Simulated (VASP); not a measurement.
Data:

```yaml
crystal:
  lattice:
    - [0.00000, 2.96583, 2.96583]
    - [2.96583, 0.00000, 2.96583]
    - [2.96583, 2.96583, 0.00000]
  atoms:
    - { symbol: Na, position: [0.00000, 0.00000, 0.00000] }
    - { symbol: Br, position: [0.50000, 0.50000, 0.50000] }
```

Method: r2SCAN meta-GGA with spin-orbit coupling, VASP's PBE PAW potentials (set 64) (plane waves; VASP). Numerical set-up: 400 eV cut-off, 7×7×7 Γ-centred mesh, Gaussian smearing of 0.050 eV, potentials Na_pv Br.

### Question
Give the energies of bands 9 to 20 at the high-symmetry points, in eV from the valence-band maximum.

### Answer

```json
[
 {"band": "9", "Γ": "-0.52", "X": "-2.07", "U": "-1.84", "L": "-2.31", "W": "-1.71"},
 {"band": "10", "Γ": "-0.52", "X": "-2.07", "U": "-1.84", "L": "-2.31", "W": "-1.71"},
 {"band": "11", "Γ": "0.00", "X": "-0.99", "U": "-1.40", "L": "-0.61", "W": "-1.40"},
 {"band": "12", "Γ": "0.00", "X": "-0.99", "U": "-1.40", "L": "-0.61", "W": "-1.40"},
 {"band": "13", "Γ": "0.00", "X": "-0.72", "U": "-0.71", "L": "-0.31", "W": "-0.97"},
 {"band": "14", "Γ": "0.00", "X": "-0.72", "U": "-0.71", "L": "-0.31", "W": "-0.97"},
 {"band": "15", "Γ": "4.86", "X": "6.87", "U": "7.53", "L": "6.70", "W": "8.30"},
 {"band": "16", "Γ": "4.86", "X": "6.87", "U": "7.53", "L": "6.70", "W": "8.30"},
 {"band": "17", "Γ": "10.31", "X": "7.36", "U": "8.63", "L": "10.13", "W": "9.30"},
 {"band": "18", "Γ": "10.31", "X": "7.36", "U": "8.63", "L": "10.13", "W": "9.30"},
 {"band": "19", "Γ": "10.31", "X": "11.54", "U": "10.48", "L": "10.14", "W": "9.38"},
 {"band": "20", "Γ": "10.31", "X": "11.54", "U": "10.48", "L": "10.14", "W": "9.38"}
]
```

The gap is direct, 4.86 eV, from the valence maximum at Γ to the conduction minimum at Γ.

Measured: gap 7.10 eV (computed value off by -2.24 eV), as given by Aguado et al., (1998), arXiv:cond-mat/9809176.

The compound is NaBr in the rock salt structure. It was relaxed first.
